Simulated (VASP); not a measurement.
Crystal: Al.

```
Al
1.0
     0.00000    2.02481    2.02481
     2.02481    0.00000    2.02481
     2.02481    2.02481    0.00000
Al
1
Direct
  0.00000 0.00000 0.00000
```

Base run:

* Program: VASP 6.6.1
* Functional: PBE
* Potentials or basis: VASP PAW PBE potentials, release 64 (Al)
* Cutoff: 520 eV
* k mesh: 11 × 11 × 11
* Occupations: gaussian, width 0.011 eV
* Spin: no spin polarisation

Its results: pressure -0.6 GPa.

The run is repeated on the same cell with these changes: functional from PBE to RPBE; occupations from gaussian, width 0.011 eV to fermi-dirac, width 0.05 eV. What comes out?

Pressure 0.8 GPa.

Caveats: the PAW data sets were made with another functional, which shifts forces and pressure a little (some runs).
